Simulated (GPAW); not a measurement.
Cu:

```
Cu
1.0
     2.55619    0.00000    0.00000
     1.27810    2.21373    0.00000
     1.27810    0.73791    2.08712
Cu
1
Direct
  0.00000 0.00000 0.00000
```

Base run:

- Program: GPAW 26.7.0
- Functional: OLYP
- Potentials or basis: PAW data sets generated in the run's folder for this functional
- Cutoff: 600 eV
- Basis: pw
- k mesh: 13 × 13 × 13
- Occupations: fermi-dirac, width 0.05 eV
- Spin: no spin polarisation

Its results: pressure 5.5 GPa.

Q: The run is repeated on the same cell with these changes: functional from OLYP to BP86; band points from 60 to 80. What comes out?

A: Pressure 3.3 GPa.

Caveats: with this Cu data set, volumes or pressures lay over 1.5 % or 2 GPa off other programs in two to four cells of ten.
